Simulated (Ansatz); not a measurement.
Density of states of a Ti3Si8 cell (a crystal with Ti atoms taken out, relaxed), per eV and atom, broadened by Gaussian smearing of width 0.1 eV and averaged over bins of 0.2 eV, from 8 eV under the Fermi level at most up to where the solved bands end.

Level of theory: DFT PBE, scalar-relativistic, plane waves, PAW in Ansatz 0.2.0.

Settings: cutoff 420 eV, Γ-centred mesh 6×5×5 on the computed 22-atom cell, Gaussian smearing of 0.10 eV; no spin polarisation.

```yaml
crystal:
  lattice:
    - [-0.01120, -0.01649, -7.07015]
    - [-1.78354, -6.59970, -3.55347]
    - [-7.12198, -0.00704, -3.54618]
  atoms:
    - { symbol: Ti, position: [0.19424, 0.79914, 0.05241] }
    - { symbol: Ti, position: [0.70662, 0.79729, 0.04567] }
    - { symbol: Ti, position: [0.95106, 0.79566, 0.55279] }
    - { symbol: Ti, position: [0.04281, 0.20105, 0.45286] }
    - { symbol: Ti, position: [0.55489, 0.19928, 0.44623] }
    - { symbol: Ti, position: [0.79806, 0.20294, 0.94580] }
    - { symbol: Si, position: [0.44489, 0.13156, 0.20371] }
    - { symbol: Si, position: [0.97297, 0.11578, 0.20718] }
    - { symbol: Si, position: [0.20704, 0.13864, 0.72808] }
    - { symbol: Si, position: [0.68726, 0.11009, 0.73646] }
    - { symbol: Si, position: [0.77613, 0.88226, 0.29169] }
    - { symbol: Si, position: [0.30456, 0.86669, 0.29486] }
    - { symbol: Si, position: [0.54209, 0.85977, 0.77069] }
    - { symbol: Si, position: [0.06208, 0.88817, 0.76214] }
    - { symbol: Si, position: [0.68102, 0.51296, 0.37116] }
    - { symbol: Si, position: [0.18397, 0.49946, 0.37666] }
    - { symbol: Si, position: [0.43212, 0.49900, 0.87372] }
    - { symbol: Si, position: [0.94722, 0.48518, 0.87522] }
    - { symbol: Si, position: [0.56516, 0.49903, 0.12187] }
    - { symbol: Si, position: [0.06857, 0.48522, 0.12719] }
    - { symbol: Si, position: [0.31720, 0.49999, 0.62443] }
    - { symbol: Si, position: [0.80221, 0.51344, 0.62318] }
```

```tsv
E − E_F (eV)	total	Si 3p	Ti 3d	Si 3s	Ti 4s
-7.95	0.204	0.081	0.018	0.096	0.005
-7.75	0.222	0.093	0.018	0.100	0.006
-7.55	0.280	0.113	0.024	0.130	0.007
-7.35	0.262	0.095	0.024	0.132	0.006
-7.15	0.272	0.096	0.029	0.138	0.004
-6.95	0.234	0.084	0.024	0.117	0.004
-6.75	0.175	0.060	0.019	0.091	0.002
-6.55	0.167	0.062	0.020	0.080	0.003
-6.35	0.254	0.098	0.027	0.117	0.007
-6.15	0.251	0.103	0.026	0.109	0.008
-5.95	0.244	0.120	0.023	0.084	0.011
-5.75	0.253	0.142	0.024	0.072	0.010
-5.55	0.255	0.137	0.028	0.074	0.010
-5.35	0.203	0.120	0.023	0.046	0.009
-5.15	0.256	0.169	0.027	0.045	0.009
-4.95	0.305	0.199	0.032	0.058	0.010
-4.75	0.336	0.223	0.036	0.054	0.015
-4.55	0.373	0.244	0.042	0.061	0.017
-4.35	0.347	0.235	0.039	0.048	0.016
-4.15	0.380	0.253	0.047	0.053	0.016
-3.95	0.382	0.252	0.054	0.054	0.013
-3.75	0.404	0.265	0.061	0.055	0.013
-3.55	0.401	0.270	0.061	0.047	0.012
-3.35	0.442	0.305	0.071	0.043	0.011
-3.15	0.529	0.363	0.092	0.048	0.011
-2.95	0.543	0.368	0.104	0.046	0.011
-2.75	0.530	0.348	0.119	0.039	0.009
-2.55	0.623	0.397	0.157	0.044	0.007
-2.35	0.667	0.422	0.181	0.038	0.007
-2.15	0.695	0.405	0.222	0.039	0.007
-1.95	0.662	0.354	0.248	0.034	0.006
-1.75	0.622	0.306	0.259	0.031	0.006
-1.55	0.575	0.273	0.249	0.029	0.005
-1.35	0.652	0.298	0.296	0.032	0.004
-1.15	0.607	0.263	0.287	0.030	0.004
-0.95	0.595	0.234	0.305	0.029	0.003
-0.75	0.550	0.215	0.279	0.031	0.003
-0.55	0.467	0.185	0.227	0.031	0.002
-0.35	0.344	0.126	0.177	0.023	0.002
-0.15	0.350	0.122	0.186	0.024	0.002
0.05	0.376	0.122	0.207	0.025	0.002
0.25	0.353	0.113	0.194	0.024	0.002
0.45	0.352	0.114	0.189	0.028	0.002
0.65	0.320	0.103	0.168	0.029	0.002
0.85	0.335	0.099	0.188	0.026	0.002
1.05	0.460	0.129	0.264	0.036	0.004
1.25	0.570	0.155	0.330	0.047	0.005
```

The columns after the total are the largest Löwdin projections on the valence shells of the potentials, so they needn't add up, and the weight of a shell that a potential lacks goes to other orbitals. The cell has no gap on the mesh.

Cost: 2 runs of about 10 core-minutes in all (earlier runs that led there not counted), on Arm Neoverse V1 (shared hosts).